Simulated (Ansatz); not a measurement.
MgO:

```
CELL_PARAMETERS angstrom
0.00000 2.09700 2.09700
2.09700 0.00000 2.09700
2.09700 2.09700 0.00000
ATOMIC_POSITIONS crystal
Mg 0.00000 0.00000 0.00000
O 0.50000 0.50000 0.50000
```

The cell is a database's computed one.

Base run:

- Program: Ansatz 0.2.0
- Functional: BLYP
- Potentials or basis: Ansatz PAW
- Cutoff: 420 eV
- Density cutoff: 1680 eV
- k mesh: 11 × 11 × 11
- Occupations: fermi-dirac, width 0.05 eV
- Spin: no spin polarisation

Its results: band gap on the k mesh 5.15 eV, direct; pressure 9.2 GPa.

Problem. The run is repeated on the same cell with these changes: functional from BLYP to PBEsol. What comes out?

Solution. Band gap on the k mesh 4.76 eV, direct; pressure 2.3 GPa.

PBEsol binds more tightly than BLYP, so the same cell stands under less pressure.

Caveats: the PAW data sets come from PBE, with cores solved anew for the run's functional, which leaves a small shift of forces and pressure; the potentials were made for another functional, which shifts forces and pressure (some runs).

Not every run made on this cell is shown here.
